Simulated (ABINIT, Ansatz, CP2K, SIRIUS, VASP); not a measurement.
# One calculation of B, 5 ways

```
B
1.0
     1.62456    0.00000    0.00000
     0.00000    2.86615    0.00000
     0.00000    0.00000    3.91440
B
2
Direct
  0.99998 0.51209 0.61590
  0.51403 0.00547 0.39753
```

This isn't the form of B at room conditions, which is rhombohedral.

Atoms were shifted at random by some hundredths of an Å from the given cell, which wasn't relaxed again for these runs.

Alike in all runs: task single point; functional PBE; k mesh 16 × 9 × 7; occupations fermi-dirac, width 0.05 eV; no spin polarisation; no spin-orbit coupling. Pressure is positive in compression and, in plane waves, holds the error of the finite cutoff, which Ansatz's Pulay term estimates and takes out.

```json
{"program and potentials": "VASP, PBE PAW files B, 520 eV", "plane-wave cutoff (eV)": "520", "notes": "-", "pressure (GPa)": "0.22", "largest force (eV/Å)": "0.278", "energy over the undisturbed cell (meV/atom)": "-"}
{"program and potentials": "ABINIT, JTH PAW PBE v2.0", "plane-wave cutoff (eV)": "408", "notes": "-", "pressure (GPa)": "0.38", "largest force (eV/Å)": "0.280", "energy over the undisturbed cell (meV/atom)": "2.06"}
{"program and potentials": "Ansatz, Ansatz PAW (earlier soft set)", "plane-wave cutoff (eV)": "420", "notes": "Pulay term of +0.17 GPa included", "pressure (GPa)": "0.20", "largest force (eV/Å)": "0.277", "energy over the undisturbed cell (meV/atom)": "2.04"}
{"program and potentials": "SIRIUS, PseudoDojo 0.4.1 PBE standard (scalar relativistic)", "plane-wave cutoff (eV)": "1054", "notes": "-", "pressure (GPa)": "0.05", "largest force (eV/Å)": "0.277", "energy over the undisturbed cell (meV/atom)": "2.04"}
{"program and potentials": "CP2K, POTENTIAL_UZH B GTH-PBE-q3; TZVP-MOLOPT-PBE-GTH basis", "plane-wave cutoff (eV)": "-", "notes": "atomic basis", "pressure (GPa)": "-0.64", "largest force (eV/Å)": "0.273", "energy over the undisturbed cell (meV/atom)": "2.00"}
```

Force on atom 1 (B), eV/Å:

```csv
program and potentials,x,y,z
"VASP, PBE PAW files B, 520 eV",0.227,-0.159,0.016
"ABINIT, JTH PAW PBE v2.0",0.227,-0.162,0.024
"Ansatz, Ansatz PAW (earlier soft set)",0.227,-0.158,0.016
"SIRIUS, PseudoDojo 0.4.1 PBE standard (scalar relativistic)",0.227,-0.158,0.009
"CP2K, POTENTIAL_UZH B GTH-PBE-q3; TZVP-MOLOPT-PBE-GTH basis",0.224,-0.155,0.019
```

The pressure spans -0.64 (CP2K, POTENTIAL_UZH B GTH-PBE-q3; TZVP-MOLOPT-PBE-GTH basis) to 0.38 GPa (ABINIT, JTH PAW PBE v2.0). Rows in atomic bases carry the error of their basis and grid, which can be large.

The functional is the same throughout but for its coding, so the spread measures potentials, basis and numerics; runs on potential files found faulty are left out.
